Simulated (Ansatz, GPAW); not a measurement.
**furan-2,5-dithiol between two Al chains: relaxation, then transmission at several levels**

Aim: the conductance of furan-2,5-dithiol between two Al chains after relaxation, and whether geometry, basis or functional moves it most.

Method: Ansatz plane waves; relaxation of the junction with the lead ends held; PAW set soft_1, in the first sound run; inputs show where later runs differ, in GPAW 26.7.0 and Ansatz 0.2.0.

Most raw output is cut from this account.

### Step 1. The starting structure

The cell holds 23 atoms: 14 Al, 2 S, 4 C, 1 O and 2 H. Cell: a = 13.992 Å, b = 9.000 Å, c = 39.055 Å, α = 90.0°, β = 90.0°, γ = 90.0°. Regions: left lead, 7 atoms (7 Al); channel, 9 atoms (2 S, 4 C, 1 O and 2 H); right lead, 7 atoms (7 Al). Vacuum lies along a and b. The structure is stacked along c, and the current runs across the ab planes.

### Step 2. Relaxation

Transmission follows bond lengths closely, so the atoms between the held lead ends are relaxed first, from a slightly shaken start that lets symmetry break.

File input.yaml:

```yaml
crystal:
  lattice:
    - [13.9918228596, 0.0, 0.0]
    - [0.0, 9.0, 0.0]
    - [0.0, 0.0, 39.0554433657]
  atoms:
    - { symbol: Al, position: [0.5, 0.5, 0.0307255506] }
    - { symbol: Al, position: [0.5, 0.5, 0.0921766517] }
    - { symbol: Al, position: [0.5, 0.5, 0.1536277528] }
    - { symbol: Al, position: [0.5, 0.5, 0.215078854] }
    - { symbol: Al, position: [0.5, 0.5, 0.2765299551] }
    - { symbol: Al, position: [0.5011862513, 0.5007253354, 0.3379365119] }
    - { symbol: Al, position: [0.4950279471, 0.5014383139, 0.3977988794] }
    - { symbol: S, position: [0.3637856227, 0.5020180232, 0.4269582149] }
    - { symbol: C, position: [0.3791491639, 0.5009933792, 0.4700475243] }
    - { symbol: O, position: [0.4652320768, 0.5050255006, 0.4845566366] }
    - { symbol: H, position: [0.2317894046, 0.4975836547, 0.4914548759] }
    - { symbol: C, position: [0.3081102113, 0.5008539212, 0.495556203] }
    - { symbol: C, position: [0.4537567842, 0.4979434625, 0.5197600475] }
    - { symbol: C, position: [0.3554178359, 0.5001740127, 0.5284329603] }
    - { symbol: S, position: [0.5502730638, 0.4998479602, 0.5495609913] }
    - { symbol: H, position: [0.3251387784, 0.4945971389, 0.5524417914] }
    - { symbol: Al, position: [0.5038742728, 0.5067837184, 0.5996337957] }
    - { symbol: Al, position: [0.5012224438, 0.5000150714, 0.6615669934] }
    - { symbol: Al, position: [0.5, 0.5, 0.7234700449] }
    - { symbol: Al, position: [0.5, 0.5, 0.784921146] }
    - { symbol: Al, position: [0.5, 0.5, 0.8463722472] }
    - { symbol: Al, position: [0.5, 0.5, 0.9078233483] }
    - { symbol: Al, position: [0.5, 0.5, 0.9692744494] }
kpoints:
  mp_grid: { grid: [1, 1, 2] }
hamiltonian:
  xc: pbe
  pseudopotentials: { kind: paw, azcp: { folder: soft_1 } }
scf:
  occupations: { method: fermi_dirac, width: 0.1 }
relax:
  f_tol: 0.03
  max_steps: 80
  constraints: [{ sites: [0, 1, 2, 3, 4, 18, 19, 20, 21, 22] }]
```

The run is started by

```
ansatz run input.yaml --threads 4 --pin off --max-ram 8192MiB --backend cpu --events-out ev --progress --plain --runs-dir out
```

Run time: 5.7 min. Hardware: 4 threads of Arm Neoverse V2, shared host; peak memory 4.4 GiB.

Relaxation path (22 of 34):

```
step  energy less that of the first step (eV)  largest force component (eV/Å)
   1                                   0.0000                          4.4014
   3                                  -0.9614                          0.5435
   4                                  -1.1748                          0.5091
   6                                  -1.4932                          0.4420
   7                                  -1.5819                          0.2647
   9                                  -1.6493                          0.2187
  10                                  -1.6583                          0.0670
  12                                  -1.6643                          0.0894
  14                                  -1.6707                          0.1507
  15                                  -1.6818                          0.1668
  17                                  -1.7009                          0.1965
  18                                  -1.7197                          0.1410
  20                                  -1.7447                          0.2747
  21                                  -1.7551                          0.2178
  23                                  -1.7824                          0.1049
  25                                  -1.7969                          0.1911
  26                                  -1.8026                          0.1987
  28                                  -1.8123                          0.1482
  29                                  -1.8148                          0.0678
  31                                  -1.8176                          0.0655
  32                                  -1.8181                          0.0411
  34                                  -1.8184                          0.0153
```

The atoms that moved most (Å):

```
atom     dx      dy      dz  length
  S8  1.950   1.699   0.502   2.635
 H16  1.220  -1.523  -0.827   2.119
 H11  1.754  -0.503  -0.861   2.017
  C9  1.543   0.625   0.183   1.675
 C12  1.575  -0.287  -0.450   1.663
 C14  1.301  -0.807  -0.468   1.601
 O10  1.301   0.664   0.602   1.580
 Al6  0.003   1.330  -0.188   1.343
```

Numbers from this step:

```yaml
free_energy: -10905.5170 eV
smearing_term_ts: 0.6201 eV
symmetry_operations: 1
```

The relaxation lowered the energy of the cell by 1.82 eV.

### Step 3. Plane waves, PBE

A plane-wave run comes first: its basis does not favour the atoms, so it serves as the reference for the orbital bases.

This step: Ansatz plane waves; Landauer transmission by layers, zero bias; PAW set soft_1 (Ansatz 0.2.0).

File input.yaml:

```yaml
crystal:
  lattice:
    - [13.9918228596, 0.0, 0.0]
    - [0.0, 9.0, 0.0]
    - [0.0, 0.0, 39.0554433657]
  atoms:
    - { symbol: Al, position: [0.5, 0.5, 0.0307255506] }
    - { symbol: Al, position: [0.5, 0.5, 0.0921766517] }
    - { symbol: Al, position: [0.5, 0.5, 0.1536277528] }
    - { symbol: Al, position: [0.5, 0.5, 0.215078854] }
    - { symbol: Al, position: [0.5, 0.5, 0.2765299551] }
    - { symbol: Al, position: [0.5013899119, 0.6484929218, 0.3331340494] }
    - { symbol: Al, position: [0.5025246594, 0.5306198779, 0.3953875294] }
    - { symbol: S, position: [0.5031651146, 0.6907809341, 0.4398223722] }
    - { symbol: C, position: [0.4894258387, 0.5704515545, 0.4747364953] }
    - { symbol: O, position: [0.5582280008, 0.5788516001, 0.4999622493] }
    - { symbol: H, position: [0.357118536, 0.4417102591, 0.4694151166] }
    - { symbol: C, position: [0.4206551446, 0.4690021846, 0.4840350494] }
    - { symbol: C, position: [0.5321367738, 0.4805689715, 0.5253922445] }
    - { symbol: C, position: [0.4484307285, 0.4105222376, 0.5164575799] }
    - { symbol: S, position: [0.6112786354, 0.4637056547, 0.5599129926] }
    - { symbol: H, position: [0.4123098233, 0.3254145906, 0.5312682036] }
    - { symbol: Al, position: [0.5158921629, 0.5043976787, 0.6054844637] }
    - { symbol: Al, position: [0.5925859445, 0.4645719977, 0.6668356546] }
    - { symbol: Al, position: [0.5, 0.5, 0.7234700449] }
    - { symbol: Al, position: [0.5, 0.5, 0.784921146] }
    - { symbol: Al, position: [0.5, 0.5, 0.8463722472] }
    - { symbol: Al, position: [0.5, 0.5, 0.9078233483] }
    - { symbol: Al, position: [0.5, 0.5, 0.9692744494] }
kpoints:
  mp_grid: { grid: [1, 1, 2] }
hamiltonian:
  xc: pbe
  pseudopotentials: { kind: paw, azcp: { folder: soft_1 } }
scf:
  occupations: { method: fermi_dirac, width: 0.1 }
output:
  transmission:
    leads: [[0, 1]]
    e_range: [-2, 2]
    de: 0.025
    kmesh: [1, 1]
    reduced_basis: true
  write_potential: true
  write_density: true
  volumetric_format: npy
  elf: true
```

Elapsed: 1.6 h, on 4 threads; peak memory 6.8 GiB; 5.5 h of CPU time.

Numbers from this step:

| Item | Value |
| --- | --- |
| free energy | -10905.5172 eV |
| lead level | 0 eV from the Fermi level |
| transmission at the Fermi level (one spin) | 0.003361 |
| open channels of the lead at the Fermi level (one spin) | 2 |
| step of the potential along the lead | 3.7 meV |
| offset of the lead | 0 Å |
| filling of the lead less its bulk value, in size | 11.1 meV |
| conductance | 0.003341 G₀ |

One spin. Transmission, zone mean against energy, zero at the Fermi level:

```
energy (eV)  transmission, zone mean
     -2.000                    0.299
     -1.900                    0.424
     -1.800                    0.490
     -1.700                    0.433
     -1.600                    0.276
     -1.500                    0.130
     -1.400                   0.0481
     -1.300                   0.0115
     -1.200                        0
     -1.100                        0
     -1.000                        0
     -0.900                        0
     -0.800                        0
     -0.700                        0
     -0.600                        0
     -0.500                        0
     -0.400                        0
     -0.300                   6.0e-4
     -0.200                  0.00152
     -0.100                  0.00256
      0.000                  0.00336
      0.100                  0.00398
      0.200                  0.00456
      0.300                  0.00519
      0.400                  0.00593
      0.500                  0.00681
      0.600                  0.00776
      0.700                  0.00861
      0.800                  0.00923
      0.900                  0.00956
      1.000                   0.0111
      1.100                   0.0116
      1.200                   0.0119
      1.300                   0.0122
      1.400                   0.0128
      1.500                   0.0138
      1.600                   0.0155
      1.700                   0.0182
      1.800                   0.0220
      1.900                   0.0274
      2.000                   0.0348
```

One spin. Table of open channels, zone mean by energy, zero at the Fermi level:

energy (eV), open channels, zone mean and a bar:
```
   -2.000       1.00 ##########
   -1.800       1.00 ##########
   -1.600       1.00 ##########
   -1.400       1.00 ##########
   -1.200       0.00 
   -1.000       0.00 
   -0.800       0.00 
   -0.600       0.00 
   -0.400       0.00 
   -0.200       2.00 ####################
    0.000       2.00 ####################
    0.200       2.00 ####################
    0.400       2.00 ####################
    0.600       2.00 ####################
    0.800       2.00 ####################
    1.000       3.00 ##############################
    1.200       3.00 ##############################
    1.400       3.00 ##############################
    1.600       3.00 ##############################
    1.800       3.00 ##############################
    2.000       3.00 ##############################
```

Crystal 0, spin -, k parallel (0, 0); distinct values, listed up to 1.5 1/Å. Table of Im kz of the slowest decaying states by energy, zero at the Fermi level:

```
energy (eV)  decay 1 (Å⁻¹)  decay 2 (Å⁻¹)  decay 3 (Å⁻¹)  decay 4 (Å⁻¹)
     -2.000          0.671          0.673           1.17           1.26
     -1.800          0.628          0.630           1.15           1.24
     -1.600          0.581          0.584           1.12           1.22
     -1.400          0.531          0.534           1.10           1.20
     -1.200         0.0341          0.475          0.478           1.07
     -1.000         0.0782          0.411          0.415           1.05
     -0.800         0.0994          0.336          0.340           1.02
     -0.600          0.112          0.238          0.244          0.999
     -0.400         0.0202         0.0579          0.119          0.972
     -0.200          0.121          0.945           1.06           1.10
      0.000          0.119          0.917           1.03           1.07
      0.200          0.113          0.888           1.01           1.05
      0.400          0.102          0.858          0.982           1.02
      0.600         0.0840          0.826          0.955          0.998
      0.800         0.0541          0.794          0.927          0.971
      1.000          0.760          0.899          0.943          0.971
      1.200          0.725          0.869          0.915          0.944
      1.400          0.687          0.838          0.885          0.916
      1.600          0.648          0.806          0.855          0.886
      1.800          0.605          0.773          0.823          0.856
      2.000          0.560          0.738           0.79          0.825
```

Crystal 0, spin -, k parallel (0, 0). Re kz of states that move upwards against energy, zero at the Fermi level:

```
energy (eV)  channel 1 (Å⁻¹)  channel 2 (Å⁻¹)  channel 3 (Å⁻¹)
     -2.000             1.13                -                -
     -1.900             1.15                -                -
     -1.800             1.16                -                -
     -1.700             1.18                -                -
     -1.600             1.20                -                -
     -1.500             1.22                -                -
     -1.400             1.24                -                -
     -1.300             1.27                -                -
     -1.200                -                -                -
     -1.100                -                -                -
     -1.000                -                -                -
     -0.900                -                -                -
     -0.800                -                -                -
     -0.700                -                -                -
     -0.600                -                -                -
     -0.500                -                -                -
     -0.400                -                -                -
     -0.300            0.157            0.166                -
     -0.200            0.230            0.236                -
     -0.100            0.285            0.290                -
      0.000            0.330            0.335                -
      0.100            0.371            0.374                -
      0.200            0.407            0.410                -
      0.300            0.440            0.443                -
      0.400            0.471            0.474                -
      0.500            0.500            0.503                -
      0.600            0.527            0.530                -
      0.700            0.553            0.556                -
      0.800            0.578            0.581                -
      0.900            0.602            0.604                -
      1.000            -1.26            0.625            0.627
      1.100            -1.24            0.647            0.649
      1.200            -1.22            0.669            0.671
      1.300            -1.20            0.689            0.691
      1.400            -1.19            0.710            0.711
      1.500            -1.17            0.729            0.731
      1.600            -1.16            0.748            0.750
      1.700            -1.15            0.767            0.768
      1.800            -1.14            0.785            0.787
      1.900            -1.12            0.803            0.804
      2.000            -1.11            0.820            0.822
```

The electrostatic potential energy of an electron (with the applied field's), less the Fermi level, planar mean oscillates, so the rows of the table below give means over windows of 2.31 Å about each position, cut where the curve ends. Its first 14 maxima inside the range that stand out by 2 % of the span (Å: eV): 2.5: 3.98, 3.6: 3.57, 4.8: 3.98, 7.2: 3.97, 9.5: 3.93, 11.9: 3.76, 13.0: 3.48, 14.2: 3.87, 15.5: 3.52, 16.3: 3.69, 17.9: 3.71, 19.5: 3.44, 21.1: 3.69, 22.7: 3.72. Its first 14 minima: 1.4: 3.56, 3.3: 3.55, 3.9: 3.55, 5.8: 3.55, 8.7: 3.53, 11.1: 3.45, 12.7: 3.45, 13.3: 3.46, 15.2: 3.49, 15.8: 3.49, 17.1: 3.37, 18.7: 3.06, 20.4: 3.06, 22.0: 3.38.

Electrostatic potential energy of an electron (with the applied field's), less the Fermi level, planar mean against z; means over each step:

```
z (Å)  electrostatic potential energy of an electron (with the applied field's), less the Fermi level, planar mean (eV)
 1.16                                                                                                              3.71
 3.46                                                                                                              3.70
 5.77                                                                                                              3.70
 8.08                                                                                                              3.69
10.39                                                                                                              3.63
12.70                                                                                                              3.57
15.01                                                                                                              3.63
17.32                                                                                                              3.50
19.63                                                                                                              3.21
21.94                                                                                                              3.54
24.25                                                                                                              3.63
26.56                                                                                                              3.56
28.87                                                                                                              3.65
31.18                                                                                                              3.70
33.49                                                                                                              3.71
35.80                                                                                                              3.71
38.11                                                                                                              3.67
```

Table of valence density, planar mean by z:

z (Å), valence density, planar mean (e/Å³) and a bar from the least value:
```
        0     0.0113 ##
        2     0.0110 ##
        4     0.0092 #
        6     0.0082 
        8     0.0091 
       10     0.0106 #
       12     0.0120 ##
       14     0.0103 #
       16     0.0131 ###
       18     0.0366 ###############
       20     0.0643 ##############################
       22     0.0319 #############
       24     0.0095 #
       26     0.0090 
       28     0.0094 #
       30     0.0107 #
       32     0.0113 ##
       34     0.0112 ##
       36     0.0098 #
       38     0.0083
```

Electrostatic potential energy in the cb plane at fractional x = 0.503, with atoms of Al and S and C within 0.2 Å of it. With pseudopotentials it is smooth inside the atoms' cores, unlike the true potential.

Ten even steps from '0' (-22 eV) to '9' (1 eV), each cell a mean:
```
99999999999999999999999999999999999999999999
99999999999999999999999999999999999999999999
99999999999999999999999999999999999999999999
99999999999999999999999999999999999999999999
88889999998755799999999999999999999999999999
54578999986200269999999999999999999999999999
11137898884000038999999999999999999999999999
58516887773000026789999999999888899999999988
69615753344000010157899999988766789999999876
13126611213532300014678899986311478999998631
32357417941677500014543689873143158888887324
77777417841688741145300278872288147877786259
88898622213789987776300168873155147877786248
99999864346899999887400478885201368877787411
99999988778999999998656789987655688888888754
99999999999999999999888899998888889988899888
99999999999999999999999999999999999999999999
99999999999999999999999999999999999999999999
99999999999999999999999999999999999999999999
99999999999999999999999999999999999999999999
99999999999999999999999999999999999999999999
99999999999999999999999999999999999999999999
99999999999999999999999999999999999999999999
99999999999999999999999999999999999999999999
```
Columns run along c (16.0 Å, from fractional 0.32 to 0.73 of the cell; values clipped at the 3rd and 97th percentile), rows up along b (9.0 Å). Atoms in or near the plane, at fractional coordinates: Al at (0.33, 0.65), Al at (0.40, 0.53), S at (0.44, 0.69), C at (0.47, 0.57), Al at (0.61, 0.50), Al at (0.72, 0.50).

(Part 1 of 3 ends here.)

[Logs are printed without paths, hosts, clocks, repeated set-up lines and the standing remarks that a program may print on its own settings, such as how far it seeks lower states.]

[Hosts, paths, dates, database ids (printed as entryN), source tags and the programs' standing remarks are cut or masked in the printed files.]
